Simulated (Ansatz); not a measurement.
TiO2:

```
Ti O
1.0
     2.70603   -2.70666    0.00000
     2.70603    2.70666    0.00000
    -2.63353    0.00000    4.79664
Ti O
2 4
Cartesian
  0.7309 -1.9807 3.5975
  2.0477 1.9807 1.1992
  0.6963 0.6563 0.8018
  2.0823 -0.6563 3.9949
  3.3990 0.6563 1.5966
  -0.6205 -0.6563 3.2001
```

The cell is a database's computed one.

Base run:

- Program: Ansatz 0.2.0
- Functional: PBE
- Potentials or basis: Ansatz PAW
- Cutoff: 420 eV (not typed: the program's choice for these potentials)
- k mesh: 8 × 8 × 6
- Occupations: fermi-dirac, width 0.05 eV
- Spin: no spin polarisation
- Hubbard terms: Ti d U = 2 eV

Its results: band gap on the k mesh 2.30 eV, indirect (least direct gap 2.65 eV); pressure -0.2 GPa; largest force 0.147 eV/Å.

Question: After a change of settings the same cell gave: band gap on the k mesh 2.89 eV, indirect (least direct gap 3.26 eV); pressure 3.3 GPa; largest force 0.193 eV/Å. Which change was it?
A. hubbard terms from Ti d U = 2 eV to none; hubbard projectors from ortho-atomic (the default) to none
B. hubbard terms from Ti d U = 2 eV to Ti d U = 3 eV
C. hubbard terms from Ti d U = 2 eV to Ti d U = 6 eV

Answer: C.
